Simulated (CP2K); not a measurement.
## LiH in CP2K: the effect of functional

Crystal: LiH.

```
Li H
1.0
     2.88040    0.00000    0.00000
     1.44020    2.49450    0.00000
     1.44020    0.83150    2.35184
Li H
1 1
Direct
  0.00000 0.00000 0.00000
  0.50000 0.50000 0.50000
```

Alike in all runs:

* Program: CP2K 2026.2
* Task: atomic charges
* Potentials or basis: POTENTIAL_UZH Li GTH-PBE-q3, H GTH-PBE-q1; TZVP-MOLOPT-PBE-GTH basis
* Density cutoff: 10885 eV
* k mesh: 11 × 11 × 11
* Occupations: fermi-dirac, width 0.05 eV
* Spin: no spin polarisation

```tsv
functional	gap on the mesh (eV)	pressure (GPa)
LDA	3.02	-4.0
BEEF-vdW	3.80	-1.0
RPBE	3.56	0.0
optB88-vdW	3.70	-1.4
MS2	?	?
```

Question: What does the run with functional MS2 give?

Answer: gap on the mesh 3.94 eV; pressure -2.5 GPa.

Caveats: the potentials were made for another functional, which shifts forces and pressure; an odd mesh through Γ misses points on the zone boundary, where band edges often lie; the basis of atomic orbitals isn't converged, which shifts pressures, moduli and gaps.

Runs at the PBE level aren't shown here.
